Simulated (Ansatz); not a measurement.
Space group P-3m1 (No. 164). a = 4.007 Å, b = 4.007 Å, c = 4.862 Å, α = 90.00°, β = 90.00°, γ = 120.00°
```csv
atom,site,symmetry,x,y,z
Al,1a,-3m.,0.0000,0.0000,0.0000
Al,2d,3m.,0.3333,0.6667,0.6484
Ni,2d,3m.,0.3333,0.6667,0.1462
```

Equation of state of this Al₃Ni₂ structure (not necessarily the ground state), with shape and atoms relaxed at each volume where symmetry leaves them free. It has no gap at any of these volumes. Level of theory: DFT r2SCAN, scalar-relativistic, plane waves, PAW (Ansatz).

Cutoff 500 eV; k points 12×12×8 on the computed 5-atom cell (Γ-centred); Gaussian smearing, width 0.10 eV; no spin polarisation.

| V (Å³/atom) | E − E(largest V) (meV/atom) | P (GPa) |
| --- | --- | --- |
| 11.896 | 58.26 | 24.33 |
| 12.301 | 6.56 | 16.73 |
| 12.707 | -27.34 | 10.24 |
| 13.112 | -46.07 | 4.71 |
| 13.518 | -51.85 | -0.01 |
| 13.924 | -46.58 | -4.04 |
| 14.329 | -31.89 | -7.47 |
| 14.870 | 0.00 | -11.28 |

Question: Fit a third-order Birch–Murnaghan equation to E(V).

Answer: V0 = 13.52 Å³/atom, B0 = 145 GPa, B0' = 4.3.